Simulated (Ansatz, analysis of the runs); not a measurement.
# A defect in a wire: (3,3) C nanotube, divacancy of C and C

What does the defect do to the conductance?

Calculated with Ansatz 0.2.0; DFT PBE, plane waves, PAW; relaxation of a wire's period, in the first sound run; inputs show where later runs differ.

Report form: the programs' logs are mostly left out.

**1. The starting structure**

The cell holds 12 atoms: 12 C. Cell: a = 10.868 Å, b = 10.806 Å, c = 2.460 Å, α = 90.0°, β = 90.0°, γ = 90.0°. Vacuum lies along a and b. The structure's axis is c.

**2. The relaxed wire**

Band widths follow the bond lengths, so the wire is relaxed first. The atoms and the third cell vector are free; the box across stays fixed as vacuum. A Fermi-Dirac smearing is set since the result may be a metal. The pressure printed is a third of the stress's trace over the whole box, vacuum included; only the stress along the axis is relaxed.

Input file input.yaml:

```yaml
crystal:
  lattice:
    - [10.868, 0.0, 0.0]
    - [0.0, 10.806, 0.0]
    - [0.0, 0.0, 2.4595121467]
  atoms:
    - { symbol: C, position: [0.643369038, 0.621000301, 0.0] }
    - { symbol: C, position: [0.687154982, 0.500009175, 0.0] }
    - { symbol: C, position: [0.31284505, 0.500009175, 0.5] }
    - { symbol: C, position: [0.356630994, 0.379018048, 0.5] }
    - { symbol: C, position: [0.467500897, 0.685378334, 0.5] }
    - { symbol: C, position: [0.593577499, 0.663020078, 0.5] }
    - { symbol: C, position: [0.593577499, 0.336998271, 0.5] }
    - { symbol: C, position: [0.675868157, 0.435631141, 0.5] }
    - { symbol: C, position: [0.324131875, 0.564387208, 0.0] }
    - { symbol: C, position: [0.406422533, 0.663020078, 0.0] }
    - { symbol: C, position: [0.406422533, 0.336998271, 0.0] }
    - { symbol: C, position: [0.532499135, 0.314640015, 0.0] }
kpoints:
  mp_grid: { grid: [1, 1, 33] }
scf:
  occupations: { method: fermi_dirac, width: 0.05 }
hamiltonian:
  xc: pbe
relax:
  cell: { fix: [a, b, alpha, beta, gamma] }
  max_steps: 60
```

Run with:

```bash
ansatz run input.yaml --threads 16 --pin off --max-ram 61440MiB --backend cuda --events-out ev --progress --plain --runs-dir out
```

Elapsed: 3.4 s, on 1 × NVIDIA GB200 with 16 threads of Arm Neoverse V2, shared host; peak memory 1.2 GiB.

Step by step:

```csv
step,energy less that of the first step (eV),largest force component (eV/Å),pressure (GPa),volume (Å³)
1,0.0000,1.0299,5.74,288.84
2,-0.3751,0.4769,1.84,288.88
3,-0.4191,0.1823,0.14,289.57
4,-0.4212,0.0089,-0.04,289.74
5,-0.4213,0.0011,-0.01,289.66
6,-0.4223,0.0011,0.00,289.66
```

The log counts 1 steps on a newly chosen plane-wave basis, not all of them marked here; energy and pressure can jump at such steps.

Forces are held to the 4 operations that the run works with; a distortion that breaks them can't arise in this run.

```csv
cell as run,before,after,change
c (Å),2.460,2.466,+0.3 %
```

The atoms that moved most (Å, along periodic axes as changes of fractional coordinates times the final cell, across vacuum about the mean position):

```csv
atom,dx,dy,dz,length
C6,0.035,0.062,0.000,0.071
C11,-0.035,-0.062,0.000,0.071
C1,0.053,0.047,0.000,0.071
C4,-0.053,-0.047,0.000,0.071
C5,-0.013,0.069,0.000,0.070
C12,0.013,-0.069,0.000,0.070
C10,-0.035,0.060,0.000,0.070
C7,0.035,-0.060,0.000,0.070
```

Numbers from this step:

- energy at zero smearing: -3005.5413 eV
- cell length along the wire: 2.466 Å

The cell's length comes to 2.466 Å with spin left out.

**3. The perfect wire**

This step: DFT PBE, plane waves, PAW; channels and complex bands of a perfect wire (Ansatz 0.2.0).

At the relaxed period the Bloch states of the perfect wire are found at each energy: those that move forward count the open channels, and those that decay describe how a disturbance dies away inside the wire itself. An energy step of 0.035 eV is under the 0.039 eV that the program asks for its thermal average at 300 K.

Input file input.yaml:

```yaml
crystal:
  lattice:
    - [10.868, 0.0, 0.0]
    - [0.0, 10.806, 0.0]
    - [0.0, 0.0, 2.4664820155]
  atoms:
    - { symbol: C, position: [0.648270335, 0.625321526, 0.0] }
    - { symbol: C, position: [0.693514215, 0.500080921, 0.0] }
    - { symbol: C, position: [0.306485785, 0.499919079, 0.5] }
    - { symbol: C, position: [0.351729665, 0.374678474, 0.5] }
    - { symbol: C, position: [0.466301151, 0.691757249, 0.5] }
    - { symbol: C, position: [0.596808728, 0.668744085, 0.5] }
    - { symbol: C, position: [0.596793604, 0.331410597, 0.5] }
    - { symbol: C, position: [0.681870736, 0.433551866, 0.5] }
    - { symbol: C, position: [0.318129264, 0.566448134, 0.0] }
    - { symbol: C, position: [0.403206396, 0.668589403, 0.0] }
    - { symbol: C, position: [0.403191272, 0.331255915, 0.0] }
    - { symbol: C, position: [0.533698849, 0.308242751, 0.0] }
kpoints:
  mp_grid: { grid: [1, 1, 33] }
scf:
  occupations: { method: fermi_dirac, width: 0.05 }
hamiltonian:
  xc: pbe
output:
  transmission:
    e_range: [-1.5, 1.5]
    de: 0.035
    kmesh: [1, 1]
    reduced_basis: true
    leads: [[0, 0]]
```

Run time: 94 s. Hardware: 1 × NVIDIA GB200 with 16 threads; peak memory 12 GiB.

This step gave:

```
energy at zero smearing                                  : -3005.5412 eV
channels at the energy nearest the Fermi level, one spin : 2
conductance of the lead as this run defines it           : 1.998 G₀
band gap                                                 : 0 eV
```

The open channels of the lead, one spin by energy, zero at the Fermi level:

```csv
energy (eV),"open channels of the lead, one spin"
-1.50,1
-1.40,2
-1.29,2
-1.19,2
-1.08,2
-0.97,2
-0.87,2
-0.77,2
-0.69,2
-0.59,2
-0.48,2
-0.38,2
-0.28,2
-0.17,2
-0.07,2
0.01,2
0.04,2
0.14,2
0.25,2
0.35,2
0.46,2
0.56,2
0.67,2
0.74,6
0.84,6
0.95,6
1.05,6
1.16,5
1.26,5
1.37,5
1.48,5
```

The slowest values at each energy, most degenerate partners merged, listed up to 1.5 1/Å. The Im kz of the slowest decaying states by energy, zero at the Fermi level:

```csv
energy (eV),decay 1 (Å⁻¹),decay 2 (Å⁻¹),decay 3 (Å⁻¹),decay 4 (Å⁻¹)
-1.395,0.200,0.200,0.355,0.409
-1.185,0.218,0.218,0.369,0.416
-1.010,0.228,0.228,0.380,0.422
-0.800,0.234,0.234,0.391,0.428
-0.590,0.234,0.235,0.401,0.430
-0.415,0.231,0.231,0.409,0.427
-0.205,0.222,0.222,0.417,0.422
0.005,0.207,0.207,0.415,0.423
0.215,0.184,0.184,0.405,0.429
0.390,0.156,0.157,0.394,0.433
0.600,0.102,0.103,0.375,0.437
0.810,0.342,0.439,0.443,0.443
0.985,0.285,0.440,0.440,0.441
1.195,0.195,0.435,0.436,0.441
1.405,0.321,0.430,0.431,0.440
```

By hand: the program gives 1.3185 × 10^14 S/m² over the cell's cross-section of 117.44 Å² = 1.174 × 10^-18 m², so one cell conducts 1.548 × 10^-4 S. Divided by G0 = 2e²/h = 7.748 × 10^-5 S this is 2.00 G0, a resistance of 6.46 kΩ.

At the computed energy nearest the Fermi level there are 2 channels a spin, and the thermal average gives 2.00 G₀.

**4. Relaxation of the scattering region**

This step: DFT PBE, plane waves, PAW; relaxation of a junction in a wire, ends held (Ansatz 0.2.0).

System of this step: (3,3) C nanotube, divacancy of C and C. The cell holds 106 atoms: 106 C. Cell: a = 10.868 Å, b = 10.806 Å, c = 22.198 Å, α = 90.0°, β = 90.0°, γ = 90.0°. Regions: held atoms, 72 atoms (72 C); free atoms, 34 atoms (34 C). Vacuum lies along a and b. The structure's axis is c.

34 atoms at the defect are free to relax, while 72 stay where the perfect wire has them, so that the ends still repeat as a lead.

Input file input.yaml:

```yaml
crystal:
  lattice:
    - [10.868, 0.0, 0.0]
    - [0.0, 10.806, 0.0]
    - [0.0, 0.0, 22.1983381395]
  atoms:
    - { symbol: C, position: [0.648270335, 0.625321526, 0.0] }
    - { symbol: C, position: [0.693514215, 0.500080921, 0.0] }
    - { symbol: C, position: [0.306485785, 0.499919079, 0.055555556] }
    - { symbol: C, position: [0.351729665, 0.374678474, 0.055555556] }
    - { symbol: C, position: [0.466301151, 0.691757249, 0.055555556] }
    - { symbol: C, position: [0.596808728, 0.668744085, 0.055555556] }
    - { symbol: C, position: [0.596793604, 0.331410597, 0.055555556] }
    - { symbol: C, position: [0.681870736, 0.433551866, 0.055555556] }
    - { symbol: C, position: [0.318129264, 0.566448134, 0.0] }
    - { symbol: C, position: [0.403206396, 0.668589403, 0.0] }
    - { symbol: C, position: [0.403191272, 0.331255915, 0.0] }
    - { symbol: C, position: [0.533698849, 0.308242751, 0.0] }
    - { symbol: C, position: [0.648270335, 0.625321526, 0.111111111] }
    - { symbol: C, position: [0.693514215, 0.500080921, 0.111111111] }
    - { symbol: C, position: [0.306485785, 0.499919079, 0.166666667] }
    - { symbol: C, position: [0.351729665, 0.374678474, 0.166666667] }
    - { symbol: C, position: [0.466301151, 0.691757249, 0.166666667] }
    - { symbol: C, position: [0.596808728, 0.668744085, 0.166666667] }
    - { symbol: C, position: [0.596793604, 0.331410597, 0.166666667] }
    - { symbol: C, position: [0.681870736, 0.433551866, 0.166666667] }
    - { symbol: C, position: [0.318129264, 0.566448134, 0.111111111] }
    - { symbol: C, position: [0.403206396, 0.668589403, 0.111111111] }
    - { symbol: C, position: [0.403191272, 0.331255915, 0.111111111] }
    - { symbol: C, position: [0.533698849, 0.308242751, 0.111111111] }
    - { symbol: C, position: [0.648270335, 0.625321526, 0.222222222] }
    - { symbol: C, position: [0.693514215, 0.500080921, 0.222222222] }
    - { symbol: C, position: [0.306485785, 0.499919079, 0.277777778] }
    - { symbol: C, position: [0.351729665, 0.374678474, 0.277777778] }
    - { symbol: C, position: [0.466301151, 0.691757249, 0.277777778] }
    - { symbol: C, position: [0.596808728, 0.668744085, 0.277777778] }
[... 70 atom lines left out ...]
    - { symbol: C, position: [0.596793604, 0.331410597, 0.944444444] }
    - { symbol: C, position: [0.681870736, 0.433551866, 0.944444444] }
    - { symbol: C, position: [0.318129264, 0.566448134, 0.888888889] }
    - { symbol: C, position: [0.403206396, 0.668589403, 0.888888889] }
    - { symbol: C, position: [0.403191272, 0.331255915, 0.888888889] }
    - { symbol: C, position: [0.533698849, 0.308242751, 0.888888889] }
kpoints:
  mp_grid: { grid: [1, 1, 2] }
scf:
  occupations: { method: fermi_dirac, width: 0.1 }
hamiltonian:
  xc: pbe
relax:
  constraints:
    - { sites: [0, 1, 2, 3, 4, 5, 6, 7, 8, 9, 10, 11, 12, 13, 14, 15, 16, 17, 18, 19, 20, 21, 22, 23, 24, 25, 26, 27, 28, 29, 30, 31, 32, 33, 34, 35, 70, 71, 72, 73, 74, 75, 76, 77, 78, 79, 80, 81, 82, 83, 84, 85, 86, 87, 88, 89, 90, 91, 92, 93, 94, 95, 96, 97, 98, 99, 100, 101, 102, 103, 104, 105] }
  f_tol: 0.04
  max_steps: 35
```

Elapsed: 6.8 s, on 1 × NVIDIA GB200 with 16 threads; peak memory 1.5 GiB; 19 s of CPU time.

The steps of the relaxation:

```csv
step,energy less that of the first step (eV),largest force component (eV/Å)
1,0.0000,1.7330
2,-0.8238,0.9380
3,-1.7140,1.3036
4,-2.5894,1.2933
5,-2.7948,1.3538
6,-2.9544,0.4312
7,-3.0400,0.3320
8,-3.0489,0.2086
9,-3.0520,0.0870
10,-3.0534,0.0137
```

The atoms that moved most (Å):

```csv
atom,dx,dy,dz,length
C41,0.400,-0.445,-0.240,0.644
C56,0.465,-0.393,-0.169,0.632
C52,0.342,-0.497,-0.110,0.613
C51,0.393,-0.374,-0.138,0.560
C48,-0.254,0.083,0.250,0.366
C43,-0.247,0.157,0.161,0.334
C37,-0.310,0.003,0.099,0.326
C68,0.242,-0.124,-0.124,0.299
```

This step gave:

```
energy at zero smearing : -26543.7804 eV
```

The largest force component on a free atom ends at 0.014 eV/Å, under the limit of 0.04.  4 atoms of the wire itself, hydrogen apart, moved by over 0.45 Å, up to 0.64 Å.

**5. Transmission**

This step: DFT PBE, plane waves, PAW; transmission of a junction in a wire (Ansatz 0.2.0).

The cell is now read as a scatterer between two semi-infinite leads, named by two sites one period apart. The scattering states in its self-consistent potential are matched to the leads' states at each energy. One point across is taken, as for a wire in vacuum.

input.yaml: that of step 4 with these lines changed.

```diff
@@ -44,11 +44,18 @@
 kpoints:
-  mp_grid: { grid: [1, 1, 2] }
+  mp_grid: { grid: [1, 1, 4] }
 scf:
-  occupations: { method: fermi_dirac, width: 0.1 }
+  occupations: { method: fermi_dirac, width: 0.05 }
 hamiltonian:
   xc: pbe
-relax:
-  constraints:
-    - { sites: [0, 1, 2, 3, 4, 5, 6, 7, 8, 9, 10, 11, 12, 13, 14, 15, 16, 17, 18, 19, 20, 21, 22, 23, 24, 25, 26, 27, 28, 29, 30, 31, 32, 33, 34, 35, 70, 71, 72, 73, 74, 75, 76, 77, 78, 79, 80, 81, 82, 83, 84, 85, 86, 87, 88, 89, 90, 91, 92, 93, 94, 95, 96, 97, 98, 99, 100, 101, 102, 103, 104, 105] }
-  f_tol: 0.04
-  max_steps: 35
+output:
+  transmission:
+    e_range: [-1.5, 1.5]
+    de: 0.035
+    kmesh: [1, 1]
+    reduced_basis: true
+    leads: [[94, 0]]
+  dos: { projected: true, e_range: [-4, 3] }
+  write_potential: true
+  write_density: true
+  volumetric_format: npy
+  elf: true
```

Atom lines that are left out differ too.

Wall time 60 s (1 × NVIDIA GB200 with 16 threads); peak memory 13 GiB.

This step gave:

```yaml
energy_at_zero_smearing: -26543.7789 eV
transmission_at_the_energy_nearest_the_fermi_level_one_spin: 0.9954
step_of_the_lead_s_hamiltonian: 35.7 meV
conductance_of_the_junction: 0.9820 G₀
```

Transmission, one spin against energy, zero at the Fermi level:

energy (eV), transmission, one spin and a bar from the least value:
```
    -1.50       0.51 #
    -1.43       0.44 
    -1.32       0.66 ##
    -1.25       0.90 ####
    -1.19       1.02 #####
    -1.11       1.07 ######
    -1.01       1.08 ######
    -0.94       1.08 ######
    -0.87       1.07 ######
    -0.77       1.05 ######
    -0.69       1.05 ######
    -0.62       1.04 #####
    -0.52       1.03 #####
    -0.45       1.02 #####
    -0.38       1.02 #####
    -0.31       1.01 #####
    -0.20       1.01 #####
    -0.14       1.00 #####
    -0.07       1.00 #####
     0.01       1.00 #####
     0.04       0.99 #####
     0.11       0.99 #####
     0.18       0.98 #####
     0.28       0.99 #####
     0.35       1.01 #####
     0.42       1.10 ######
     0.49       1.30 ########
     0.53       1.41 #########
     0.60       1.78 ############
     0.64       1.82 #############
     0.67       1.46 #########
     0.74       2.57 ####################
     0.84       3.29 ##########################
     0.92       3.48 ############################
     0.98       3.42 ###########################
     1.09       3.72 ##############################
     1.16       3.08 ########################
     1.23       3.07 ########################
     1.30       3.05 ########################
     1.41       2.93 #######################
     1.48       3.17 #########################
```

The open channels of the lead, one spin by energy, zero at the Fermi level:

energy (eV), open channels of the lead, one spin and a bar from the least value:
```
    -1.50       1.00 
    -1.43       2.00 ######
    -1.32       2.00 ######
    -1.25       2.00 ######
    -1.19       2.00 ######
    -1.11       2.00 ######
    -1.01       2.00 ######
    -0.94       2.00 ######
    -0.87       2.00 ######
    -0.77       2.00 ######
    -0.69       2.00 ######
    -0.62       2.00 ######
    -0.52       2.00 ######
    -0.45       2.00 ######
    -0.38       2.00 ######
    -0.31       2.00 ######
    -0.20       2.00 ######
    -0.14       2.00 ######
    -0.07       2.00 ######
     0.01       2.00 ######
     0.04       2.00 ######
     0.11       2.00 ######
     0.18       2.00 ######
     0.28       2.00 ######
     0.35       2.00 ######
     0.42       2.00 ######
     0.49       2.00 ######
     0.60       2.00 ######
     0.67       2.00 ######
     0.74       6.00 ##############################
     0.84       6.00 ##############################
     0.92       6.00 ##############################
     0.98       6.00 ##############################
     1.09       6.00 ##############################
     1.16       5.00 ########################
     1.23       5.00 ########################
     1.30       5.00 ########################
     1.41       5.00 ########################
     1.48       5.00 ########################
```

By hand: the program gives 6.4785 × 10^13 S/m² over the cell's cross-section of 117.44 Å² = 1.174 × 10^-18 m², so one cell conducts 7.608 × 10^-5 S. Divided by G0 = 2e²/h = 7.748 × 10^-5 S this is 0.982 G0, a resistance of 13.1 kΩ.

The conductance is 0.982 G₀, with 2 channels a spin open in the lead. The lead's Hamiltonian steps by 35.7 meV, which the program calls too much for a lead. The largest term of the program's error estimate is 5 %, from the steps of its leads' Hamiltonians or their offsets.

**6. Conductance and thermopower from T(E)**

This step: Landauer integrals over the computed T(E), interpolated linearly between its energies (analysis of the runs above).

Conductance and thermopower are moments of T(E) over the thermal window; sliding the window along E stands for a gate that leaves T(E) rigid.

Numbers from this step:

```yaml
conductance_at_300_k_interpolated_from_t_e: 0.9832 G₀
thermopower_at_300_k: -0.5905 μV/K
lorenz_number_over_l0: 1.006
```

T(E) held rigid; rough near sharp steps of T(E). Conductance at 300 K against shift of the leads' level:

```csv
shift of the leads' level (eV),conductance at 300 K (G₀)
-1.150,1.04
-1.100,1.06
-1.050,1.08
-0.950,1.08
-0.900,1.07
-0.850,1.06
-0.800,1.06
-0.700,1.05
-0.650,1.04
-0.600,1.04
-0.550,1.03
-0.450,1.02
-0.400,1.02
-0.350,1.02
-0.300,1.01
-0.200,1.01
-0.150,1.00
-0.100,0.997
-0.050,0.984
0.050,0.989
0.100,0.988
0.150,0.986
0.200,0.985
0.300,0.999
0.350,1.02
0.400,1.08
0.450,1.17
0.550,1.35
0.600,1.56
0.650,1.72
0.700,2.00
0.800,2.99
0.850,3.26
0.900,3.41
0.950,3.49
1.050,3.56
1.100,3.29
1.150,3.05
```

(Continued in part 2 of 2.)

[Logs are printed without paths, hosts, clocks, repeated set-up lines and the standing remarks that a program may print on its own settings, such as how far it seeks lower states.]

[Hosts, paths, dates, database ids (printed as entryN), source tags and the programs' standing remarks are cut or masked in the printed files.]
